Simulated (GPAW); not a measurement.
Runs of GPAW 26.7.0 on ZrS2. The structure is trigonal, space group P-3m1 (No. 164). The conventional cell has a = 3.691 Å, b = 3.691 Å, c = 6.041 Å, α = 90.00°, β = 90.00°, γ = 120.00°. Zr (site symmetry -3m) has 6 S at 2.57 Å as nearest neighbours. Around S (site symmetry 3m) lie 3 Zr at 2.57 Å. The cell is a database's computed one.

| task | level | potentials or basis | spin | U | cell | k mesh | cutoff (eV) | maxiter | eigensolver | optimizer | fmax | max steps | gap on the mesh (eV) | pressure (GPa) | relaxed volume (Å³/atom) | largest force (eV/Å) |
| --- | --- | --- | --- | --- | --- | --- | --- | --- | --- | --- | --- | --- | --- | --- | --- | --- |
| single point | LDA+U | the program's PAW data sets (release 1.2.1) made for this functional, pw | off | Zr d U = 1 eV | as given | 7 × 7 × 4 | 500 | 120 | - | - | - | - | 1.10 | -4.2 | - | 0.26 |
| relaxation of cell and atoms | OLYP | PAW data sets generated in the run's folder for this functional, pw | off | - | relaxed | 6 × 6 × 3 | 600 | 150 | davidson | BFGS | 0.02 eV/Å | 60 | (b) | 0.0 | 32.05 | 0.01 |
| band structure | vdW-DF2 | GPAW PAW data sets (gpaw-data 1.2.1), pw | SOC, no magnetisation | - | as given | 6 × 6 × 3 | 600 | 150 | - | - | - | - | 1.19 | - | - | 0.57 |
| relaxation of cell and atoms | PBE+D4 | GPAW PAW data sets (gpaw-data 1.2.1), pw | off | - | relaxed | 6 × 6 × 3 | 600 | 150 | - | BFGS | 0.05 eV/Å | 60 | (a) | 0.0 | 22.27 | 0.01 |
| band structure | mBEEF | GPAW PAW data sets (gpaw-data 1.2.1), pw | SOC, no magnetisation | - | as given | 6 × 6 × 3 | 600 | 150 | - | - | - | - | 1.58 | -0.2 | - | 0.26 |
| band structure | r2SCAN+U | GPAW PAW data sets (gpaw-data 1.2.1), pw | off | Zr d U = 1 eV | as given | 6 × 6 × 3 | 600 | 150 | - | - | - | - | 1.60 | 0.7 | - | 0.04 |
| relaxation of cell and atoms | mBEEF | GPAW PAW data sets (gpaw-data 1.2.1), pw | off | - | relaxed | 6 × 6 × 3 | 600 | 150 | - | LBFGS | 0.01 eV/Å | 60 | 1.76 | 0.0 | 25.21 | - |

Alike in all rows: smearing fermi-dirac 0.05 eV.

Question: Estimate the missing entries.

Answer: (a) 0.85; (b) 1.39.

Caveats: an odd mesh through Γ misses points on the zone boundary, where band edges often lie (some runs); the PAW data sets were made with another functional, which shifts forces and pressure a little (some runs); later steps reuse the first step's grids (some runs); spin-orbit coupling was added after a scalar SCF, so levels and gaps hold it while energy, forces, pressure and moments don't (some runs); this program's spin-orbit splittings come out too wide for heavy elements (some runs); the mesh misses the band edges, which the band path finds closer together (some runs); the cutoff is short for stress and forces, so pressures can be off by a GPa or more (some runs).

A k mesh can miss the band edges, and rows without SOC leave out spin-orbit coupling on Zr.
